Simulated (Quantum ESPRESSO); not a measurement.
CdSe:

```
Cd Se
1.0
     0.00000    3.07027    3.07027
     3.07027    0.00000    3.07027
     3.07027    3.07027    0.00000
Cd Se
1 1
Cartesian
  0.0000 0.0000 0.0000
  1.5351 1.5351 1.5351
```

Measurements of this composition are mostly on another form, of space group No. 186.

* Program: Quantum ESPRESSO 7.5
* Task: phonons
* Functional: LDA
* Potentials or basis: GBRV 1.5 LDA
* Cutoff: 612 eV
* Density cutoff: 4898 eV
* k mesh: 4 × 4 × 4, shifted
* Occupations: fermi-dirac, width 0.05 eV
* Spin: no spin polarisation
* Target pressure: 8 GPa
* Form of the LDA correlation: PZ81
* Mixing beta: 0.5
* Most SCF iterations: 120
* SCF threshold: 4e-10 Ry

The cell and the atoms were relaxed first at 8 GPa, to 24.36 Å³/atom (a = 4.100 Å, b = 4.100 Å, c = 4.100 Å, α = 60.00°, β = 60.00°, γ = 60.00°), and the response was taken there.

The first run showed a gap, so the response started from a second, tighter run with fixed occupations.

Q: How polar is the lattice: what are the Born charges, the two dielectric constants and the LO-TO splitting?

A: Born charges ±2.09 e; dielectric constants 8.10 (electrons alone) and 10.21 (static); transverse and longitudinal modes at 212 and 238 cm⁻¹.

Caveat: the mesh is thin for the dielectric tensor, Born charges and intensities, which usually come out too large; the volume moved by over 15 % at a fixed basis, so the end points are rough; the cell is more than 3 GPa from zero pressure, which shifts response properties.
